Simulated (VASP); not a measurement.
Input of a VASP 6.6.1 run:

INCAR

```
  PREC = Accurate
  ENCUT = 520
  EDIFF = 1E-6
  ISMEAR = -1
  SIGMA = 0.05
  LREAL = False
  LASPH = True
  NELM = 100
  ALGO = Normal
  ISIF = 2
  LWAVE = False
  LCHARG = False
  GGA = PE
  IVDW = 1
```

KPOINTS

```
regular mesh
0
Gamma
  16 16 4
```

POSCAR

```
C
1.0
    2.4610000000      0.0000000000      0.0000000000
   -1.2305000000      2.1312885187      0.0000000000
    0.0000000000      0.0000000000      6.7080000000
C
4
Direct
    0.0000000000      0.0000000000      0.2500000000
    0.3333333333      0.6666666667      0.2500000000
    0.0000000000      0.0000000000      0.7500000000
    0.3333333333      0.6666666667      0.7500000000
```

Potentials or basis: VASP PAW PBE potentials, release 64 (C).

Command:

```sh
$ cat potpaw_PBE.64/C/POTCAR > POTCAR
$ mpirun -np 1 vasp_std > vasp.out
```

Q: What does it give for the pressure?

A: 1.3 GPa.

Q: Predict the dispersion energy per atom.

A: -0.123 eV.
